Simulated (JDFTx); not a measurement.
Crystal: BN.

```xyz
4
Lattice="2.4982 0.0000 0.0000 -1.2491 2.1635 0.0000 0.0000 0.0000 6.6357" Properties=species:S:1:pos:R:3 pbc="T T T"
N     1.2491    0.7212    1.6589
N     0.0000    1.4424    4.9768
B     1.2491    0.7212    4.9768
B     0.0000    1.4424    1.6589
```

Program: JDFTx 1.7.0 (patched build). Alike in all runs: no spin polarisation; cell as given; smearing fermi-dirac 0.05 eV. Hardware: 1 thread of AMD EPYC 9R45 96-Core Processor (Zen 5), with other jobs on the host.

Task: Order these runs on this cell by their wall time, lowest first.
A. task single point; level r2SCAN; potentials or basis SG15-PBE-1.2; k mesh 10 × 10 × 3; cutoff (eV) 1088; max SCF steps 100; SCF threshold on the energy 1e-09 Ha; solver of the electrons scf; further solve for the empty bands yes
B. task band structure; level LDA; potentials or basis PseudoDojo-SR-LDA-0.4.1-standard; k mesh 12 × 12 × 4; cutoff (eV) 1143; band ratio of the Davidson solver 1.3; max SCF steps 30; SCF threshold on the energy 1e-06 Ha; solver of the electrons minimize; further solve for the empty bands no
C. task band structure; level r2SCAN; potentials or basis SG15-PBE-1.2; k mesh 10 × 10 × 3; cutoff (eV) 1088; band ratio of the Davidson solver 1.3; max SCF steps 30; SCF threshold on the energy 1e-06 Ha; solver of the electrons minimize; further solve for the empty bands no

Result: B (14 s), C (35 s), A (78 s).
